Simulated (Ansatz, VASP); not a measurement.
Two plane-wave programs on Ti

```
Ti
1.0
     2.93846    0.00000    0.00000
    -1.46923    2.54478    0.00000
     0.00000    0.00000    4.65063
Ti
2
Direct
  0.33333 0.66667 0.25000
  0.66667 0.33333 0.75000
```

Alike in both runs: task single point; functional PBE; k mesh 12 × 12 × 8; occupations gaussian, width 0.1 eV; no spin polarisation.

|  | VASP | Ansatz |
| --- | --- | --- |
| version | VASP 6.6.1 | Ansatz 0.2.0 |
| potentials or method | VASP PAW PBE potentials, release 64 (Ti_sv) | scalar-relativistic, plane waves, PAW |
| plane-wave cutoff (eV) | 520 | 420 |
| valence electrons in the cell | 24 | 24 |

Ansatz gave:

```
gap on the k mesh at the Fermi level (eV)       : none
pressure (GPa)                                  : 0.0
largest component of the traceless stress (GPa) : 0.10
```

What did VASP give for the same quantities?

gap on the k mesh at the Fermi level (eV): none; pressure (GPa): -0.2; largest component of the traceless stress (GPa): 0.10.

A gap of «none» marks a metal or a gap that the smearing closes.
